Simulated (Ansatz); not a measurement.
SnO2 and the effect of spin-orbit coupling

```
CELL_PARAMETERS angstrom
3.23058 0.00000 0.00000
-1.61529 2.79776 0.00000
0.00000 0.00000 10.79056
ATOMIC_POSITIONS crystal
Sn 0.00000 0.00000 0.00000
Sn 0.00000 0.00000 0.50000
O 0.33333 0.66667 0.90586
O 0.33333 0.66667 0.59414
O 0.66667 0.33333 0.09414
O 0.66667 0.33333 0.40586
```

Measurements of this composition are mostly on another form, of space group No. 136.

Kept alike: task band structure; functional PBEsol; k mesh 7 × 7 × 3; occupations fermi-dirac, width 0.05 eV. Program: Ansatz, Ansatz PAW, cutoff 420 eV. The mesh is that of the run's cell of 6 atoms.

| spin-orbit coupling | band gap (eV) |
| --- | --- |
| off | 2.063 |
| on | 2.067 |

Gaps are the smaller of the mesh's and the band path's. All rows use potentials made for PBE.

Q: What does spin-orbit coupling change here?

A: The band gap runs from 2.063 (off) to 2.067 eV (on). Spin-orbit coupling splits p and d bands at the edges, and the more so the heavier the atoms.

Spin-orbit coupling leaves the gap of this layered form essentially unchanged: 2.063 eV without it and 2.067 eV with it. The shift is too small for its sign to carry physical meaning.

The presence of a heavy atom matters less here than the orbitals it contributes to the band edges. In tin(IV) oxides the conduction-band minimum is mainly Sn s mixed with O s, and an s state has no orbital angular momentum for the spin to couple to. The valence-band top is mostly O p, where the coupling is weak because oxygen is light. The Sn p states, which would respond more strongly, probably lie higher in the conduction band. The structure also has inversion symmetry, so without magnetic order the bands stay doubly degenerate and no Rashba-type splitting can shift the edges.

Scalar-relativistic calculations therefore suffice for the gap of this polytype, but the near-equal gaps don't rule out larger splittings deeper in the valence band or higher in the conduction band.
